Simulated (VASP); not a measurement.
# Zr (Pm-3m) in VASP: a series of runs, part 2 of 2

VASP 6.6.1.

**3. Single point, BLYP**

This run uses another cell than the first one, of 27.04 Å³/atom, 1.040 times its volume.

The input, INCAR:

```
SYSTEM = Zr
PREC = Accurate
ENCUT = 520
EDIFF = 1E-7
ISMEAR = -1
SIGMA = 0.1
LREAL = .FALSE.
LASPH = .TRUE.
NELM = 60
ALGO = Normal
ISIF = 2
LWAVE = .FALSE.
LCHARG = .FALSE.
GGA = B5
ALDAX = 1.0
AGGAX = 1.0
AGGAC = 1.0
ALDAC = 0.0
NBANDS = 12
```

The input, KPOINTS:

```
regular mesh
0
G
  12 12 12
  0 0 0
```

The input, POSCAR:

```
Zr
1.0
    3.0016377914      0.0000000000      0.0000000000
    0.0000000000      3.0016377914      0.0000000000
    0.0000000000      0.0000000000      3.0016377914
Zr
1
Direct
    0.0000000000      0.0000000000      0.0000000000
```

Potentials or basis: VASP PAW PBE potentials, release 64 (Zr_sv).

On the command line:

```console
$ cat potpaw_PBE.64/Zr_sv/POTCAR > POTCAR
$ mpirun -np 1 vasp_std > vasp.out
```

OUTCAR:

```text
SYSTEM = Zr
   PREC = Accurate
   ENCUT = 520
   EDIFF = 1E-7
   ISMEAR = -1
   LREAL = .FALSE.
   LASPH = .TRUE.
   NELM = 60
   ISIF = 2
   GGA = B5

 ion  position               nearest neighbor table
   1  0.000  0.000  0.000-

  LATTYP: Found a simple cubic cell.
 ALAT       =     3.0016377914

  Lattice vectors:

 A1 = (   3.0016377914,   0.0000000000,   0.0000000000)
 A2 = (   0.0000000000,   3.0016377914,   0.0000000000)
 A3 = (   0.0000000000,   0.0000000000,   3.0016377914)

Analysis of symmetry for initial positions (statically):
=====================================================================
 Subroutine PRICEL returns:
 Original cell was already a primitive cell.

 Routine SETGRP: Setting up the symmetry group for a
 simple cubic supercell.

 Subroutine GETGRP returns: Found 48 space group operations
 (whereof 48 operations were pure point group operations)
 out of a pool of 48 trial point group operations.

The static configuration has the point symmetry O_h .

Analysis of symmetry for dynamics (positions and initial velocities):
=====================================================================
 Subroutine PRICEL returns:
 Original cell was already a primitive cell.

 Routine SETGRP: Setting up the symmetry group for a
 simple cubic supercell.

 Subroutine GETGRP returns: Found 48 space group operations
 (whereof 48 operations were pure point group operations)
 out of a pool of 48 trial point group operations.

The dynamic configuration has the point symmetry O_h .

 Subroutine INISYM returns: Found 48 space group operations
 (whereof 48 operations are pure point group operations),
 and found     1 'primitive' translations

----------------------------------------------------------------------------------------

                                     Primitive cell

  volume of cell :      27.0442

  direct lattice vectors                    reciprocal lattice vectors
     3.001637791  0.000000000  0.000000000     0.333151456  0.000000000  0.000000000
     0.000000000  3.001637791  0.000000000     0.000000000  0.333151456  0.000000000
     0.000000000  0.000000000  3.001637791     0.000000000  0.000000000  0.333151456

  length of vectors
     3.001637791  3.001637791  3.001637791     0.333151456  0.333151456  0.333151456

  position of ions in fractional coordinates (direct lattice)
     0.000000000  0.000000000  0.000000000

  ion indices of the primitive-cell ions
   primitive index   ion index
                 1           1

----------------------------------------------------------------------------------------

 KPOINTS: regular mesh

Automatic generation of k-mesh.
 Grid dimensions read from file:
 generate k-points for:   12   12   12

 Generating k-lattice:

  Cartesian coordinates                     Fractional coordinates (reciprocal lattice)
     0.027762621  0.000000000  0.000000000     0.083333333  0.000000000  0.000000000
     0.000000000  0.027762621  0.000000000     0.000000000  0.083333333  0.000000000
     0.000000000  0.000000000  0.027762621     0.000000000  0.000000000  0.083333333

  Length of vectors
     0.027762621  0.027762621  0.027762621

  Shift w.r.t. Gamma in fractional coordinates (k-lattice)
     0.000000000  0.000000000  0.000000000

 Subroutine IBZKPT returns following result:
 ===========================================

 Found     84 irreducible k-points:

 Following reciprocal coordinates:
            Coordinates               Weight
  0.000000  0.000000  0.000000      1.000000
  0.083333  0.000000  0.000000      6.000000
  0.166667  0.000000  0.000000      6.000000
  0.250000  0.000000  0.000000      6.000000
  0.333333  0.000000  0.000000      6.000000
  0.416667  0.000000  0.000000      6.000000
[... 16 lines left out ...]
  0.333333  0.333333  0.000000     12.000000
  0.416667  0.333333  0.000000     24.000000
 [... further k-points ...]
   k-points           NKPTS =     84   k-points in BZ     NKDIM =     84   number of bands    NBANDS=     12
   number of dos      NEDOS =    301   number of ions     NIONS =      1
   total plane-waves  NPLWV =  13824
   dimension x,y,z NGX =    24 NGY =   24 NGZ =   24
   dimension x,y,z NGXF=    48 NGYF=   48 NGZF=   48
   ions per type =               1
   NGX,Y,Z   is equivalent  to a cutoff of  13.29, 13.29, 13.29 a.u.
   NGXF,Y,Z  is equivalent  to a cutoff of  26.58, 26.58, 26.58 a.u.
 SYSTEM =  Zr
   PREC   = accura    normal or accurate (medium, high low for compatibility)
   ISTART =      0    job   : 0-new  1-cont  2-samecut
   ICHARG =      2    charge: 1-file 2-atom 10-const
   ISPIN  =      1    spin polarized calculation?
   LNONCOLLINEAR =      F non collinear calculations
   LSORBIT =      F    spin-orbit coupling
   LASPH  =      T    aspherical Exc in radial PAW
   ENCUT  =  520.0 eV  38.22 Ry    6.18 a.u.   5.58  5.58  5.58*2*pi/ulx,y,z
   NELM   =     60;   NELMIN=  2; NELMDL= -5     # of ELM steps
   EDIFF  = 0.1E-06   stopping-criterion for ELM
   LREAL  =      F    real-space projection
   EDIFFG = 0.1E-05   stopping-criterion for IOM
   NSW    =      0    number of steps for IOM
   IBRION =     -1    ionic relax: 0-MD 1-quasi-New 2-CG
   NFREE  =      0    steps in history (QN), initial steepest desc. (CG)
   ISIF   =      2    stress and relaxation
   ISYM   =      2    0-nonsym 1-usesym 2-fastsym
   POTIM  = 0.5000    time-step for ionic-motion
   TEBEG  =    0.0;   TEEND  =   0.0 temperature during run
   PSTRESS=    0.0 pullay stress
   NELECT =      12.0000    total number of electrons
   NUPDOWN=      -1.0000    fix difference up-down
   EMIN   =  10.00;   EMAX   =-10.00  energy-range for DOS
   EFERMI =   0.00;   METHOD = LEGACY
   ISMEAR =    -1;   SIGMA  =   0.10  broadening in eV -4-tet -1-fermi 0-gaus
   EFERMI_NEDOS =   21; number of points for ismear=-14 and -15
   IALGO  =     38    algorithm
   IMIX   =      4    mixing-type and parameters
     AMIX     =   0.40;   BMIX     =  1.00
     AMIX_MAG =   1.60;   BMIX_MAG =  1.00
  volume/ion in A,a.u.               =      27.04       182.50
  Fermi-wavevector in a.u.,A,eV,Ry     =   1.248658  2.359622 21.213492  1.559148
  Thomas-Fermi vector in A             =   2.382735
   LORBIT       =      0    0 simple, 1 ext, 2 COOP (PROOUT), +10 PAW based schemes
   GGA     = B5    functional components
   LHFCALC =     F    Hartree Fock is set to
   AEXX    =    0.0000 exact exchange contribution
   IVDW    =     0    specifies the selected vdW correction
   LEPSILON=     F    determine dielectric tensor
   LRPA    =     F    only Hartree local field effects (RPA)
 non-spin polarized calculation
  energy-cutoff  :      520.00
  volume of cell :       27.04
 maximum number of plane-waves:       743
 NGX is ok and might be reduce to    24
   NGX = 11   NGY = 11   NGZ = 11

 number of electron      12.0000000 magnetization

 Free energy of the ion-electron system (eV)
  ---------------------------------------------------
  ext. energy  EPLUGINS =         0.00000000
  ---------------------------------------------------
  free energy    TOTEN  =        -6.61103498 eV

  energy without entropy =       -6.53910060  energy(sigma->0) =       -6.57506779

 E-fermi :   7.6115     XC(G=0):  -9.7216

 val. band max:        7.5943457351   @ k =   0.5000   0.3333   0.2500
 cond. band min:       7.6132600187   @ k =   0.5000   0.1667   0.0833
 fundamental gap:      0.0189142836
 Fermi energy:         7.6115100137

 k-point     1 :       0.0000    0.0000    0.0000
  band No.  band energies     occupation
      1     -41.0356      2.00000
      2     -18.6871      2.00000
      3     -18.6871      2.00000
      4     -18.6871      2.00000
      5       2.8779      2.00000
      6       6.0978      2.00000
      7       6.0978      2.00000
      8      12.5478      0.00000
      9      12.5478      0.00000
     10      12.5478      0.00000
     11      19.7939      0.00000
     12      19.7939      0.00000
[... 331 lines left out ...]
 k-point    24 :       0.4167    0.3333    0.0000
  band No.  band energies     occupation
      1     -40.8660      2.00000
      2     -19.4588      2.00000
      3     -19.2803      2.00000
      4     -18.5498      2.00000
      5       5.6658      2.00000
      6       6.8688      1.99881
      7       9.9845      0.00000
      8      10.4404      0.00000
      9      10.9162      0.00000
     10      11.1784      0.00000
     11      15.5410      0.00000
     12      19.4002      0.00000

 [... further k-points ...]

------------------------ aborting loop because EDIFF is reached ----------------------------------------

  FORCE on cell =-STRESS in cart. coord.  units (eV):
  Direction    XX          YY          ZZ          XY          YZ          ZX
  --------------------------------------------------------------------------------------
  -------------------------------------------------------------------------------------
  Total       -0.3182143     -0.3182143     -0.3182143      0.0000000     -0.0000000     -0.0000000
  in kB      -18.8519126    -18.8519126    -18.8519126      0.0000000     -0.0000000     -0.0000000
  external PRESSURE =     -18.8519126 kB  Pullay stress =       0.0000000 kB

 VOLUME and BASIS-vectors are now :
 -----------------------------------------------------------------------------
  energy-cutoff  :      520.00
  volume of cell :       27.04
      direct lattice vectors                 reciprocal lattice vectors
     3.001637791  0.000000000  0.000000000     0.333151456  0.000000000  0.000000000
     0.000000000  3.001637791  0.000000000     0.000000000  0.333151456  0.000000000
     0.000000000  0.000000000  3.001637791     0.000000000  0.000000000  0.333151456

 POSITION                                       TOTAL-FORCE (eV/Angst)
 -----------------------------------------------------------------------------------
      0.00000      0.00000      0.00000         0.000000      0.000000      0.000000
 -----------------------------------------------------------------------------------
    total drift:                                0.000000      0.000000      0.000000

  FREE ENERGIE OF THE ION-ELECTRON SYSTEM (eV)
  ---------------------------------------------------
  free  energy   TOTEN  =        -6.6110349798 eV

  energy  without entropy=       -6.5391005997  energy(sigma->0) =       -6.57506779
```

OSZICAR:

```text
N       E                     dE             d eps       ncg     rms          rms(c)
DAV:   1     0.884324503387E+02    0.88432E+02   -0.68049E+03  2024   0.978E+02
DAV:   2    -0.352547226465E+01   -0.91958E+02   -0.88964E+02  2348   0.261E+02
DAV:   3    -0.672170361512E+01   -0.31962E+01   -0.31207E+01  3048   0.412E+01
DAV:   4    -0.680765595543E+01   -0.85952E-01   -0.85603E-01  2356   0.596E+00
DAV:   5    -0.680968078545E+01   -0.20248E-02   -0.20247E-02  2960   0.670E-01    0.839E+00
DAV:   6    -0.661659440809E+01    0.19309E+00   -0.30559E-01  2224   0.468E+00    0.343E+00
DAV:   7    -0.660497776602E+01    0.11617E-01   -0.11314E-01  2556   0.266E+00    0.758E-01
DAV:   8    -0.661106314945E+01   -0.60854E-02   -0.12142E-02  2452   0.113E+00    0.636E-02
DAV:   9    -0.661103961781E+01    0.23532E-04   -0.28860E-04  2488   0.152E-01    0.276E-02
DAV:  10    -0.661103429172E+01    0.53261E-05   -0.33984E-05  2560   0.463E-02    0.101E-02
DAV:  11    -0.661103451741E+01   -0.22569E-06   -0.21790E-06  3116   0.126E-02    0.381E-03
DAV:  12    -0.661103495898E+01   -0.44156E-06   -0.36691E-07  2232   0.600E-03    0.106E-03
DAV:  13    -0.661103497977E+01   -0.20798E-07   -0.10611E-08  1316   0.931E-04
   1 F= -.66110350E+01 E0= -.65750678E+01  d E =-.719344E-01
```

stdout:

```text
POSCAR found type information on POSCAR Zr
 POSCAR found :  1 types and       1 ions
 scaLAPACK will be used
 -----------------------------------------------------------------------------
|                                                                             |
|                                                                             |
|     You enforced a specific xc type in the INCAR file but a different       |
|     I HOPE YOU KNOW WHAT YOU ARE DOING!                                     |
|                                                                             |
 -----------------------------------------------------------------------------

 LDA part: xc-table for (Slater(with rela. corr.)+VWN5), standard interpolation
 POSCAR, INCAR and KPOINTS ok, starting setup
 FFT: planning ... GRIDC
 FFT: planning ... GRID_SOFT
 FFT: planning ... GRID
 WAVECAR not read
 entering main loop
```

Wall time 33 s (1 thread of Intel Xeon Platinum 8375C at 2.90GHz (Ice Lake), shared host); peak memory 0.15 GiB.

Results:

* Free energy: -6.6110 eV
* Pressure: -1.9 GPa
* Band gap on the k mesh: none (metal or under the smearing width)

Caveat: the PAW data sets were made with another functional, which shifts forces and pressure a little.

**4. Single point, BLYP**

This run uses another cell than the first one, of 23.92 Å³/atom, 0.920 times its volume.

The input, INCAR:

```
SYSTEM = Zr
AGGAC = 1.0 ; AGGAX = 1.0
ALDAC = 0.0 ; ALDAX = 1.0
ALGO = Normal ; EDIFF = 1E-6
ENCUT = 520 ; GGA = B5
ISIF = 2 ; ISMEAR = -1
LASPH = .True. ; LCHARG = .True.
LELF = .True. ; LREAL = .False.
LVHAR = .True. ; LWAVE = .False.
NBANDS = 12 ; NELM = 100
PREC = Accurate ; SIGMA = 0.1
```

The input, KPOINTS:

```
k-points
0
Gamma
  12 12 12
  0 0 0
```

The input, POSCAR:

```
Zr
1.0
    2.8814413263      0.0000000000      0.0000000000
    0.0000000000      2.8814413263      0.0000000000
    0.0000000000      0.0000000000      2.8814413263
Zr
1
Direct
    0.0000000000      0.0000000000      0.0000000000
```

Potentials or basis: VASP PAW PBE potentials, release 64 (Zr_sv).

On the command line:

```console
$ cat potpaw_PBE.64/Zr_sv/POTCAR > POTCAR
$ mpirun -np 1 vasp_std > vasp.out
```

OUTCAR:

```text
SYSTEM = Zr
   EDIFF = 1E-6
   ENCUT = 520
   GGA = B5
   ISIF = 2
   ISMEAR = -1
   LASPH = .True.
   LREAL = .False.
   NELM = 100
   PREC = Accurate

 ion  position               nearest neighbor table
   1  0.000  0.000  0.000-

  LATTYP: Found a simple cubic cell.
 ALAT       =     2.8814413263

  Lattice vectors:

 A1 = (   2.8814413263,   0.0000000000,   0.0000000000)
 A2 = (   0.0000000000,   2.8814413263,   0.0000000000)
 A3 = (   0.0000000000,   0.0000000000,   2.8814413263)

Analysis of symmetry for initial positions (statically):
=====================================================================
 Subroutine PRICEL returns:
 Original cell was already a primitive cell.

 Routine SETGRP: Setting up the symmetry group for a
 simple cubic supercell.

 Subroutine GETGRP returns: Found 48 space group operations
 (whereof 48 operations were pure point group operations)
 out of a pool of 48 trial point group operations.

The static configuration has the point symmetry O_h .

Analysis of symmetry for dynamics (positions and initial velocities):
[... 168 lines left out ...]
      2     -17.0986      2.00000
      3     -17.0986      2.00000
      4     -17.0986      2.00000
      5       3.9580      2.00000
      6       7.0760      2.00000
      7       7.0760      2.00000
      8      14.5379      0.00000
      9      14.5379      0.00000
     10      14.5379      0.00000
     11      22.0671      0.00000
     12      22.0671      0.00000
[... 331 lines left out ...]
 k-point    24 :       0.4167    0.3333    0.0000
  band No.  band energies     occupation
      1     -39.3674      2.00000
      2     -18.1911      2.00000
      3     -17.9386      2.00000
      4     -16.8977      2.00000
      5       6.5355      2.00000
      6       8.1385      1.99886
      7      11.7508      0.00000
      8      12.0265      0.00000
      9      12.5906      0.00000
     10      13.0600      0.00000
     11      17.8039      0.00000
     12      21.9289      0.00000

 [... further k-points ...]

------------------------ aborting loop because EDIFF is reached ----------------------------------------

  FORCE on cell =-STRESS in cart. coord.  units (eV):
  Direction    XX          YY          ZZ          XY          YZ          ZX
  --------------------------------------------------------------------------------------
  -------------------------------------------------------------------------------------
  Total        0.9434628      0.9434628      0.9434628     -0.0000000     -0.0000000      0.0000000
  in kB       63.1838392     63.1838392     63.1838392     -0.0000000     -0.0000000      0.0000000
  external PRESSURE =      63.1838392 kB  Pullay stress =       0.0000000 kB

 VOLUME and BASIS-vectors are now :
 -----------------------------------------------------------------------------
  energy-cutoff  :      520.00
  volume of cell :       23.92
      direct lattice vectors                 reciprocal lattice vectors
     2.881441326  0.000000000  0.000000000     0.347048538  0.000000000  0.000000000
     0.000000000  2.881441326  0.000000000     0.000000000  0.347048538  0.000000000
     0.000000000  0.000000000  2.881441326     0.000000000  0.000000000  0.347048538

 POSITION                                       TOTAL-FORCE (eV/Angst)
 -----------------------------------------------------------------------------------
      0.00000      0.00000      0.00000         0.000000      0.000000      0.000000
 -----------------------------------------------------------------------------------
    total drift:                               -0.000000      0.000000      0.000000

  FREE ENERGIE OF THE ION-ELECTRON SYSTEM (eV)
  ---------------------------------------------------
  free  energy   TOTEN  =        -6.5742229706 eV

  energy  without entropy=       -6.5101843806  energy(sigma->0) =       -6.54220368
```

OSZICAR:

```text
N       E                     dE             d eps       ncg     rms          rms(c)
DAV:   1     0.936444548454E+02    0.93644E+02   -0.68937E+03  2024   0.997E+02
DAV:   2    -0.341737874705E+01   -0.97062E+02   -0.93942E+02  2340   0.274E+02
DAV:   3    -0.665910995099E+01   -0.32417E+01   -0.31617E+01  3044   0.421E+01
DAV:   4    -0.672493913864E+01   -0.65829E-01   -0.65785E-01  2356   0.557E+00
DAV:   5    -0.672606659103E+01   -0.11275E-02   -0.11274E-02  2944   0.579E-01    0.105E+01
DAV:   6    -0.657477375890E+01    0.15129E+00   -0.24967E-01  2196   0.439E+00    0.456E+00
DAV:   7    -0.656910778487E+01    0.56660E-02   -0.10441E-01  2724   0.268E+00    0.851E-01
DAV:   8    -0.657423575561E+01   -0.51280E-02   -0.11105E-02  2364   0.116E+00    0.773E-02
DAV:   9    -0.657422708999E+01    0.86656E-05   -0.33085E-04  2376   0.171E-01    0.256E-02
DAV:  10    -0.657422290670E+01    0.41833E-05   -0.23874E-05  2524   0.425E-02    0.106E-02
DAV:  11    -0.657422297056E+01   -0.63866E-07   -0.21859E-06  2732   0.116E-02
   1 F= -.65742230E+01 E0= -.65422037E+01  d E =-.640386E-01
```

stdout:

```text
POSCAR found type information on POSCAR Zr
 POSCAR found :  1 types and       1 ions
 scaLAPACK will be used
 -----------------------------------------------------------------------------
|                                                                             |
|                                                                             |
|     You enforced a specific xc type in the INCAR file but a different       |
|     I HOPE YOU KNOW WHAT YOU ARE DOING!                                     |
|                                                                             |
 -----------------------------------------------------------------------------

 LDA part: xc-table for (Slater(with rela. corr.)+VWN5), standard interpolation
 POSCAR, INCAR and KPOINTS ok, starting setup
 FFT: planning ... GRIDC
 FFT: planning ... GRID_SOFT
 FFT: planning ... GRID
 WAVECAR not read
 entering main loop
```

Wall time 33 s (1 thread of Intel Xeon Platinum 8375C at 2.90GHz (Ice Lake), shared host); peak memory 0.15 GiB.

What came out:

```
Free energy            : -6.5742 eV
Pressure               : 6.3 GPa
Band gap on the k mesh : none (metal or under the smearing width)
```

Caveat: the PAW data sets were made with another functional, which shifts forces and pressure a little.

**5. Summary**

| cell | k mesh | gap on the mesh (eV) | pressure (GPa) |
| --- | --- | --- | --- |
| Pm-3m, 26.0 Å³/atom | 17 × 17 × 17 | none | 0.2 |
| Pm-3m, 27.04 Å³/atom | 12 × 12 × 12 | none | -1.9 |
| Pm-3m, 23.92 Å³/atom | 12 × 12 × 12 | none | 6.3 |

Alike in all rows: task single point; level BLYP; potentials or basis VASP PAW PBE potentials, release 64 (Zr_sv); no spin polarisation; cutoff (eV) 520; smearing fermi-dirac 0.1 eV.

Every run on the cell as given and a fine mesh finds a metal.

Caveats: the PAW data sets were made with another functional, which shifts forces and pressure a little.

Total energies depend on the potentials used, so only differences within one code and one set of settings carry meaning.
